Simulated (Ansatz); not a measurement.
**GaN (F-43m) on a mismatched substrate**

```
Ga N
1.0
     2.22770    2.22770    0.00000
    -2.22770    2.22770    0.00000
     0.00000    2.22770    2.22770
Ga N
1 1
Cartesian
  0.0000 0.0000 0.0000
  -1.1139 3.3416 1.1139
```

This cell was relaxed by PAW under LDA. A film on a (001) substrate is mimicked by stretching x and y by ε∥; the length along z and the atoms then relax by PAW (default files of Ansatz 0.2.0, cutoff 420 eV, stress met within about 0.05 GPa). Stress and levels come from LDA, all-electron LAPW in Ansatz 0.2.0, scalar-relativistic; k mesh 10×10×10, fixed occupations, basis error target 0.5 meV/atom. Conduction levels are in eV over the valence top, at fixed fractional wave vectors.

```csv
ε∥ (%),ε⊥ (%),"σ∥ (GPa, tension positive)",Γ,X ⊥ z,X ∥ z,L (oblique),2nd valence level at Γ,3rd
-2.0,2.137,-6.09,2.011,3.112,3.416,4.781,0.000,-0.217
-1.0,1.082,-3.04,1.987,3.190,3.339,4.788,0.000,-0.104
-0.5,0.536,-1.61,1.975,3.230,3.303,4.783,0.000,-0.051
0.0,0.000,-0.20,1.962,3.269,3.269,4.770,0.000,0.000
0.5,-0.546,1.16,1.900,3.259,3.188,4.703,-0.049,-0.049
1.0,?,?,?,?,?,?,?,?
2.0,-2.255,4.92,1.724,3.244,2.966,4.484,-0.187,-0.187
```

The last two columns are counted from the highest valence level at Γ.

Q: How does the film contract along z, and how stiff is it in the plane?

A: Quadratic fits through the 6 rows shown have slopes dε⊥/dε∥ = -1.097 and dσ∥/dε∥ = 275.3 GPa at zero strain. Elasticity asks −2C12/C11 = -1.098 and C11 + C12 − 2C12²/C11 = 273.5 GPa, from PAW constants C11 = 289.1, C12 = 158.7 GPa. At the level of the σ∥ column the films keep up to 0.05 GPa along z against the unstrained cell, and the constants are scalar-relativistic PAW values, so part of the difference is the change of level.

Q: Which shear deformation potential b does the valence splitting give?

A: Without spin-orbit coupling the single level moves against the pair by 3b(ε⊥ − ε∥): -0.0508 eV at ε⊥ − ε∥ = 0.01036 and 0.0491 eV at -0.01046, so b = -1.60 eV.

Q: Fill the row at ε∥ = 1.0 %.

A: The fits give ε⊥ = -1.113 % and σ∥ = 2.46 GPa. Computed: ε⊥ (%) = -1.097, σ∥ (GPa, tension positive) = 2.47, Γ = 1.839, X ⊥ z = 3.252, X ∥ z = 3.111, L (oblique) = 4.633, 2nd valence level at Γ = -0.096, 3rd = -0.096. The levels have a kink at zero strain, where another valence state takes the top, so one parabola doesn't fit them.

Q: What is the slope of the gap under small compression and under small tension?

A: dE_g/dε∥ is -27 meV per % on the compressed side and -125 on the stretched side, so the gap rises under compression and falls under tension. The lowest conduction level stays at Γ.

Keep in mind: this zinc-blende form is metastable at ambient conditions; no spin-orbit coupling on heavy atoms; the frozen-core PAW files of the relaxations were fitted under PBE, their cores solved anew for this functional; semilocal gaps are low, and the spacing of valleys can be off by tenths of an eV; levels are read at fixed fractional k, so an edge that moves off these points is missed.
